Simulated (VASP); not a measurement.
## TiO2: single point with PBE

The system is TiO2.

```
Ti O
1.0
     4.81270    0.00000    0.00000
     0.00000    4.87188    0.00000
    -0.86289    0.00000    4.96659
Ti O
4 8
Cartesian
  1.1262 0.2814 1.1149
  3.2542 2.6751 1.4183
  2.8334 4.6414 3.9009
  0.7435 2.1910 3.5759
  -0.3785 0.9033 4.1896
  3.9513 3.3472 3.2151
  4.4452 4.0351 0.7550
  -0.0049 1.5557 1.8042
  1.7666 3.7102 2.3466
  2.6407 1.2937 0.1922
  2.2527 1.1721 2.6383
  1.2857 3.5962 4.7519
```

The cell comes from a database or a generator and needn't be the stable form of this composition.

The cell isn't the ideal one: atoms moved at random, drawn with an rms of 0.05 Å.

```
Program                : VASP 6.6.1
Task                   : single point
Functional             : PBE
Potentials or basis    : VASP PAW PBE potentials, release 64 (Ti_sv, O)
Cutoff                 : 520 eV
k mesh                 : 6 × 6 × 6
Occupations            : fermi-dirac, width 0.05 eV
Spin                   : no spin polarisation
Further INCAR settings : ALGO = Normal; EDIFF = 1e-07; NBANDS = 60
```

```yaml
Pressure: 6.1 GPa
Largest_force: 1.685 eV/Å
Band_gap_on_the_k_mesh: 2.26 eV, indirect (least direct gap 2.39 eV)
```

Forces on the atoms (eV/Å):
```
Ti   0.795 -0.286 -0.561
Ti  -0.296  0.918  0.187
Ti  -0.255 -0.439  0.062
Ti   0.408  0.342 -0.414
O   -0.749 -0.584  0.857
O    0.302 -0.349  0.110
O   -1.046 -0.569 -0.205
O   -0.056  0.349 -0.584
O   -0.036 -0.183 -0.661
O    0.284 -0.665 -0.139
O   -0.215  0.487  0.284
O    0.865  0.980  1.064
```

Stress tensor (GPa, compression positive):
```
4.96 0.35 0.47
0.35 6.66 0.80
0.47 0.80 6.76
```

Levels at points of the mesh, in eV from the valence-band top:
```csv
k point,band 46,band 47,band 48,band 49,band 50,band 51
"(0.00, 0.00, 0.00)",-0.61,-0.10,0.00,2.39,2.46,2.86
"(0.50, 0.00, 0.00)",-0.73,-0.58,-0.16,2.26,2.78,2.92
"(0.00, 0.50, 0.00)",-0.85,-0.54,-0.35,2.77,2.90,3.09
"(0.50, 0.50, 0.00)",-0.84,-0.82,-0.72,2.63,2.68,2.84
"(0.00, 0.00, 0.50)",-1.05,-0.42,-0.37,2.53,2.58,2.78
"(0.50, 0.00, 0.50)",-1.04,-0.71,-0.68,2.29,2.39,3.11
"(0.00, 0.50, 0.50)",-1.12,-0.92,-0.83,2.66,2.69,2.79
"(0.50, 0.50, 0.50)",-1.13,-0.98,-0.88,2.53,2.62,2.82
```

Run time: 13 min on 1 thread of Intel(R) Xeon(R) Platinum 8259CL CPU @ 2.50GHz (Skylake/Cascade Lake), with other jobs on the host, peak memory 0.6 GiB.

A k mesh can miss the band edges.
